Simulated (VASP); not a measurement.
# O2CH in VASP: a series of runs

The runs below take O2CH through single point, with PBE+D4, PBE+D3(BJ).

Program: VASP 6.6.1. These are calculated values, not measurements. Logs are shortened: lines on timing, memory, paths and dates and some standing lists are left out, and cuts for length are marked.

### Step 1. Starting point

The cell holds a molecule in a box, 4 atoms: a = 12.501 Å, b = 13.001 Å, c = 13.501 Å, α = 90.00°, β = 90.00°, γ = 90.00°.

### Step 2. Single point, PBE+D4, collinear spin, ferromagnetic start

INCAR

```
PREC = Accurate
ENCUT = 400
EDIFF = 1E-6
ISMEAR = 0
SIGMA = 0.01
LREAL = F
LASPH = T
NELM = 100
ALGO = Fast
ISIF = 2
LWAVE = F
LCHARG = F
ISPIN = 2
MAGMOM = 0.5 0.5 0.5 0.5
LORBIT = 11
NUPDOWN = 1
GGA = PE
IVDW = 13
NBANDS = 20
ISYM = 0
```

KPOINTS

```
regular mesh
0
Gamma
  1 1 1
```

POSCAR

```
HCO2                                    
1.0
   12.5008549775      0.0000000000      0.0000000000
    0.0000000000     13.0008549775      0.0000000000
    0.0000000000      0.0000000000     13.5008549775
  O               C               H             
     2     1     1
Selective dynamics
Direct
     0.5048703041000024    0.5354628166000026    0.4133508594999995   F   F   F
     0.4255790350312328    0.4923009787624666    0.5662560215449306   T   T   T
     0.4922508209889021    0.5054041277967326    0.4995861904793927   T   T   T
     0.5753364729397550    0.4793660221624146    0.5296561260106512   T   T   T
```

Potentials or basis: VASP PAW PBE potentials, release 64 (O, C, H).

Launch:

```
> cat potpaw_PBE.64/O/POTCAR potpaw_PBE.64/C/POTCAR potpaw_PBE.64/H/POTCAR > POTCAR
> mpirun -np 4 vasp_gam > vasp.out
```

OUTCAR:

```text
PREC = Accurate
   ENCUT = 400
   EDIFF = 1E-6
   ISMEAR = 0
   LREAL = F
   LASPH = T
   NELM = 100
   ISIF = 2
   ISPIN = 2
   LORBIT = 11
   NUPDOWN = 1
   GGA = PE
   IVDW = 13
   ISYM = 0

 ion  position               nearest neighbor table
   1  0.505  0.535  0.413-   3 1.24
   2  0.426  0.492  0.566-   3 1.24
   3  0.492  0.505  0.500-   4 1.17   1 1.24   2 1.24
   4  0.575  0.479  0.530-   3 1.17

IMPORTANT INFORMATION: All symmetrisations will be switched off!
NOSYMM: (Re-)initialisation of all symmetry stuff for point group C_1.

----------------------------------------------------------------------------------------

                                     Primitive cell

  volume of cell :    2194.1833

  direct lattice vectors                    reciprocal lattice vectors
    12.500854977  0.000000000  0.000000000     0.079994529  0.000000000  0.000000000
     0.000000000 13.000854977  0.000000000     0.000000000  0.076918018  0.000000000
     0.000000000  0.000000000 13.500854977     0.000000000  0.000000000  0.074069383

  length of vectors
    12.500854977 13.000854977 13.500854977     0.079994529  0.076918018  0.074069383

  position of ions in fractional coordinates (direct lattice)
     0.504870304  0.535462817  0.413350859
     0.425579035  0.492300979  0.566256022
     0.492250821  0.505404128  0.499586190
     0.575336473  0.479366022  0.529656126

  ion indices of the primitive-cell ions
   primitive index   ion index
                 1           1
                 2           2
                 3           3
                 4           4

----------------------------------------------------------------------------------------

 KPOINTS: regular mesh

Automatic generation of k-mesh.
 Grid dimensions read from file:
 generate k-points for:    1    1    1

 Generating k-lattice:

  Cartesian coordinates                     Fractional coordinates (reciprocal lattice)
     0.079994529  0.000000000  0.000000000     1.000000000  0.000000000  0.000000000
     0.000000000  0.076918018  0.000000000     0.000000000  1.000000000  0.000000000
     0.000000000  0.000000000  0.074069383     0.000000000  0.000000000  1.000000000

  Length of vectors
     0.079994529  0.076918018  0.074069383

  Shift w.r.t. Gamma in fractional coordinates (k-lattice)
     0.000000000  0.000000000  0.000000000

 Subroutine IBZKPT returns following result:
 ===========================================

 Found      1 irreducible k-points:

 Following reciprocal coordinates:
            Coordinates               Weight
  0.000000  0.000000  0.000000      1.000000
   k-points           NKPTS =      1   k-points in BZ     NKDIM =      1   number of bands    NBANDS=     20
   number of dos      NEDOS =    301   number of ions     NIONS =      4
   total plane-waves  NPLWV = 680400
   dimension x,y,z NGX =    84 NGY =   90 NGZ =   90
   dimension x,y,z NGXF=   168 NGYF=  180 NGZF=  180
   ions per type =               2   1   1
   NGX,Y,Z   is equivalent  to a cutoff of  11.17, 11.51, 11.08 a.u.
   NGXF,Y,Z  is equivalent  to a cutoff of  22.34, 23.02, 22.16 a.u.
 SYSTEM =  unknown system
   PREC   = accura    normal or accurate (medium, high low for compatibility)
   ISTART =      0    job   : 0-new  1-cont  2-samecut
   ICHARG =      2    charge: 1-file 2-atom 10-const
   ISPIN  =      2    spin polarized calculation?
   LNONCOLLINEAR =      F non collinear calculations
   LSORBIT =      F    spin-orbit coupling
   LASPH  =      T    aspherical Exc in radial PAW
   ENCUT  =  400.0 eV  29.40 Ry    5.42 a.u.  20.39 21.20 22.02*2*pi/ulx,y,z
   NELM   =    100;   NELMIN=  2; NELMDL= -5     # of ELM steps
   EDIFF  = 0.1E-05   stopping-criterion for ELM
   LREAL  =      F    real-space projection
   EDIFFG = 0.1E-04   stopping-criterion for IOM
   NSW    =      0    number of steps for IOM
   IBRION =     -1    ionic relax: 0-MD 1-quasi-New 2-CG
   NFREE  =      0    steps in history (QN), initial steepest desc. (CG)
   ISIF   =      2    stress and relaxation
   ISYM   =      0    0-nonsym 1-usesym 2-fastsym
   POTIM  = 0.5000    time-step for ionic-motion
   TEBEG  =    0.0;   TEEND  =   0.0 temperature during run
   PSTRESS=    0.0 pullay stress
   NELECT =      17.0000    total number of electrons
   NUPDOWN=       1.0000    fix difference up-down
   EMIN   =  10.00;   EMAX   =-10.00  energy-range for DOS
   EFERMI =   0.00;   METHOD = LEGACY
   ISMEAR =     0;   SIGMA  =   0.01  broadening in eV -4-tet -1-fermi 0-gaus
   EFERMI_NEDOS =   21; number of points for ismear=-14 and -15
   IALGO  =     68    algorithm
   IMIX   =      4    mixing-type and parameters
     AMIX     =   0.40;   BMIX     =  1.00
     AMIX_MAG =   1.60;   BMIX_MAG =  1.00
  volume/ion in A,a.u.               =     548.55      3701.77
  Fermi-wavevector in a.u.,A,eV,Ry     =   0.323942  0.612161  1.427771  0.104938
  Thomas-Fermi vector in A             =   1.213633
   LORBIT       =     11    0 simple, 1 ext, 2 COOP (PROOUT), +10 PAW based schemes
   GGA     = PE    functional components
   LHFCALC =     F    Hartree Fock is set to
   AEXX    =    0.0000 exact exchange contribution
   IVDW    =    13    specifies the selected vdW correction
   LEPSILON=     F    determine dielectric tensor
   LRPA    =     F    only Hartree local field effects (RPA)
 spin polarized calculation
 RMM-DIIS sequential band-by-band and
 Gauss-broadening in eV      SIGMA  =   0.01
  energy-cutoff  :      400.00
  volume of cell :     2194.18
 maximum number of plane-waves:     19912
 NGX is ok and might be reduce to    84
   NGX = 41   NGY = 43   NGZ = 45

 number of electron      17.0000004 magnetization       1.0000021

 Free energy of the ion-electron system (eV)
  ---------------------------------------------------
  ext. energy  EPLUGINS =         0.00000000
  ---------------------------------------------------
  free energy    TOTEN  =       -24.17194185 eV

  energy without entropy =      -24.17194185  energy(sigma->0) =      -24.17194185

 E-fermi :  -7.7530     XC(G=0):  -0.4076

 val. band max:       -7.8575882970   @ k =   0.0000   0.0000   0.0000
 cond. band min:      -6.5309384209   @ k =   0.0000   0.0000   0.0000
 fundamental gap:      1.3266498761
 Fermi energy:        -7.7530050765

 spin component 1

 k-point     1 :       0.0000    0.0000    0.0000
  band No.  band energies     occupation
      1     -28.4461      1.00000
      2     -26.8701      1.00000
      3     -15.6164      1.00000
      4     -12.9731      1.00000
      5     -12.3239      1.00000
      6     -11.8134      1.00000
      7      -8.7149      1.00000
      8      -8.5900      1.00000
      9      -7.8576      1.00000
     10      -1.5698      0.00000
     11      -0.4890      0.00000
     12       0.0879      0.00000
     13       0.5302      0.00000
     14       0.5854      0.00000
     15       0.6171      0.00000
     16       0.8315      0.00000
     17       0.8627      0.00000
     18       1.2056      0.00000
     19       1.4331      0.00000
     20       1.4572      0.00000
 Fermi energy:        -7.7530050765

 spin component 2

 k-point     1 :       0.0000    0.0000    0.0000
  band No.  band energies     occupation
      1     -28.0269      1.00000
      2     -26.3538      1.00000
      3     -14.9202      1.00000
      4     -12.6389      1.00000
      5     -11.8569      1.00000
      6     -11.6964      1.00000
      7      -8.3330      1.00000
      8      -7.8782      1.00000
      9      -6.5309      0.00000
     10      -1.4425      0.00000
     11      -0.3110      0.00000
     12       0.3259      0.00000
     13       0.5916      0.00000
     14       0.6317      0.00000
     15       0.6583      0.00000
     16       0.8478      0.00000
     17       0.9049      0.00000
     18       1.2923      0.00000
     19       1.4520      0.00000
     20       1.4752      0.00000

------------------------ aborting loop because EDIFF is reached ----------------------------------------

  DFT-D4 for vdW energy calculation

  Edisp (eV):   -0.03542

  FORCE on cell =-STRESS in cart. coord.  units (eV):
  Direction    XX          YY          ZZ          XY          YZ          ZX
  --------------------------------------------------------------------------------------
  -------------------------------------------------------------------------------------
  Total      -1.53819    -1.60486    -1.35103     0.02187    -0.08231    -0.10969
  in kB      -1.12318    -1.17186    -0.98651     0.01597    -0.06010    -0.08009
  external pressure =       -1.09 kB  Pullay stress =        0.00 kB

 VOLUME and BASIS-vectors are now :
 -----------------------------------------------------------------------------
  energy-cutoff  :      400.00
  volume of cell :     2194.18
      direct lattice vectors                 reciprocal lattice vectors
    12.500854977  0.000000000  0.000000000     0.079994529  0.000000000  0.000000000
     0.000000000 13.000854977  0.000000000     0.000000000  0.076918018  0.000000000
     0.000000000  0.000000000 13.500854977     0.000000000  0.000000000  0.074069383

 POSITION                                       TOTAL-FORCE (eV/Angst)
 -----------------------------------------------------------------------------------
      6.31131      6.96147      5.58059         0.003983      0.004380     -0.022074
      5.32010      6.40033      7.64494         0.003183     -0.000162      0.004700
      6.15356      6.57069      6.74484        -0.000162     -0.005658      0.017567
      7.19220      6.23217      7.15081        -0.007004      0.001440     -0.000192
 -----------------------------------------------------------------------------------
    total drift:                               -0.000294     -0.000257      0.001240

  FREE ENERGIE OF THE ION-ELECTRON SYSTEM (eV)
  ---------------------------------------------------
  free  energy   TOTEN  =       -24.2073633779 eV

  energy  without entropy=      -24.2073633779  energy(sigma->0) =      -24.20736338

 total charge

# of ion       s       p       d       tot
------------------------------------------
    1        1.629   3.458   0.000   5.087
    2        1.629   3.458   0.000   5.087
    3        0.889   1.758   0.000   2.646
    4        0.544   0.034   0.000   0.578
--------------------------------------------------
tot          4.691   8.707   0.000  13.398

 magnetization (x)

# of ion       s       p       d       tot
------------------------------------------
    1        0.004   0.302   0.000   0.306
    2        0.004   0.302   0.000   0.306
    3       -0.010  -0.017   0.000  -0.027
    4        0.158  -0.001   0.000   0.157
--------------------------------------------------
tot          0.156   0.587   0.000   0.743
```

Wall time 46 s (4 MPI ranks of Intel Xeon 6975P-C (Granite Rapids), shared host); peak memory 0.62 GiB.

What came out:

| Property | Result |
| --- | --- |
| Free energy | -24.2074 eV |
| Largest force | 0.023 eV/Å |
| Net moment | 1.00 μB per cell |
| Site moments | O +0.31; C -0.03; H +0.16 μB |
| Valence electrons inside the program's atomic spheres | O 5.09; C 2.65; H 0.58 |
| Dispersion energy per atom | -0.009 eV |

Forces on the atoms (eV/Å):
```
O    0.004  0.004 -0.022
O    0.003  0.000  0.005
C    0.000 -0.006  0.018
H   -0.007  0.001  0.000
```

Caveat: the cutoff is under 1.25 times the usual one of these potentials, so pressure, stress and relaxed cells hold a basis-set (Pulay) error; the standard files for N, O and F lose accuracy on very short bonds; the total moment is fixed, so each spin has its own Fermi level.

(Part 1 of 2 ends here.)
